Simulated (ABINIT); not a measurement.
# Moving the Hubbard U on Zr d in ZrS2

The structure is trigonal, space group P-3m1 (No. 164). Conventional cell: a = 3.691 Å, b = 3.691 Å, c = 6.041 Å, α = 90.00°, β = 90.00°, γ = 120.00°. Zr (site symmetry -3m) is surrounded by 6 S at 2.57 Å. S (site symmetry 3m) is surrounded by 3 Zr at 2.57 Å.

Kept alike: task projected density of states; functional PBEsol; k mesh 8 × 8 × 5; occupations fermi-dirac, width 0.05 eV; no spin polarisation. Program: ABINIT, JTH PAW PBE v2.0, cutoff 544 eV. The mesh is that of the run's cell of 3 atoms. No spin-orbit coupling.

| Hubbard U on Zr d, U (eV) | pressure (GPa) |
| --- | --- |
| 0 | -2.60 |
| 2 | ? |
| 4 | -0.26 |
| 6 | 0.92 |
| 8 | 2.10 |

Pressure is positive in compression; the values hold the error of the finite cutoff, so their zero can differ a little from the energy's minimum. U acts here on a shell without spin polarisation. How U acts hangs on the program's projectors. All rows use potentials made for PBE.

Q: Fit the rows shown and predict the run at 2 eV.

A: A least-squares line through the rows shown is pressure = 0.5874 U - 2.603 (largest miss 0.007); at U = 2 it gives -1.43 GPa. The run gave: pressure -1.44 GPa.
